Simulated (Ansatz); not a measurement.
# Optical constants of AlN

The calculation used Ansatz 0.2.0, DFT PBE, scalar-relativistic, plane waves, PAW. Plane waves to 420 eV; Γ-centred k mesh 12×12×6; Gaussian smearing of 0.01 eV. No spin polarisation.

The cell, relaxed at this level:
```
CELL_PARAMETERS angstrom
3.13024 0.00000 0.00000
-1.56512 2.71087 0.00000
0.00000 0.00000 5.01798
ATOMIC_POSITIONS crystal
Al 0.33333 0.66667 0.00173
Al 0.66667 0.33333 0.50173
N 0.33333 0.66667 0.38327
N 0.66667 0.33333 0.88327
```

Independent-particle response (no local fields, no excitons) on a 12×12×8 mesh, broadened by 0.1 eV. Light polarised along y.

(1) Tabulate ε₁ and ε₂ against photon energy.

(2) Where is the highest local maximum of ε₂ between 0.3 and 12 eV?

(3) How do the static value and the gaps compare?

Answers

(1)
| E (eV) | ε₁ | ε₂ |
| --- | --- | --- |
| 0.2 | 4.62 | 0.00 |
| 0.5 | 4.63 | 0.00 |
| 0.8 | 4.65 | 0.00 |
| 1.1 | 4.68 | 0.00 |
| 1.4 | 4.72 | 0.00 |
| 1.7 | 4.78 | 0.00 |
| 2.0 | 4.84 | 0.00 |
| 2.3 | 4.92 | 0.00 |
| 2.6 | 5.02 | 0.00 |
| 2.9 | 5.14 | 0.00 |
| 3.2 | 5.28 | 0.00 |
| 3.5 | 5.47 | 0.00 |
| 3.8 | 5.71 | 0.00 |
| 4.1 | 6.10 | 0.01 |
| 4.4 | 6.53 | 0.45 |
| 4.7 | 6.62 | 0.73 |
| 5.0 | 6.81 | 0.90 |
| 5.3 | 7.12 | 1.03 |
| 5.6 | 7.66 | 1.16 |
| 5.9 | 9.03 | 1.73 |
| 6.2 | 9.17 | 3.48 |
| 6.5 | 9.01 | 5.19 |
| 6.8 | 8.28 | 5.72 |
| 7.1 | 7.70 | 8.13 |
| 7.4 | 5.99 | 8.82 |
| 7.7 | 4.54 | 8.81 |
| 8.0 | 1.48 | 9.11 |
| 8.3 | 0.60 | 6.75 |
| 8.6 | 1.35 | 5.80 |
| 8.9 | 1.05 | 5.84 |
| 9.2 | 0.05 | 4.67 |
| 9.5 | 1.32 | 3.63 |
| 9.8 | 2.45 | 4.52 |
| 10.1 | 2.01 | 4.77 |
| 10.4 | 2.85 | 5.03 |
| 10.7 | 0.82 | 7.41 |
| 11.0 | -0.43 | 4.63 |
| 11.3 | 1.38 | 4.44 |
| 11.6 | 0.60 | 6.04 |
| 11.9 | -0.25 | 5.20 |

(2) At 7.9 eV, where ε₂ = 9.9.

(3) ε₁(0) = 4.62; on the self-consistent k mesh the Kohn–Sham gap is 4.03 eV and the least direct gap 4.03 eV.

Cost: 1 run of about 0.68 core-minutes, on Intel Xeon Platinum 8259CL (Skylake/Cascade Lake) (shared hosts).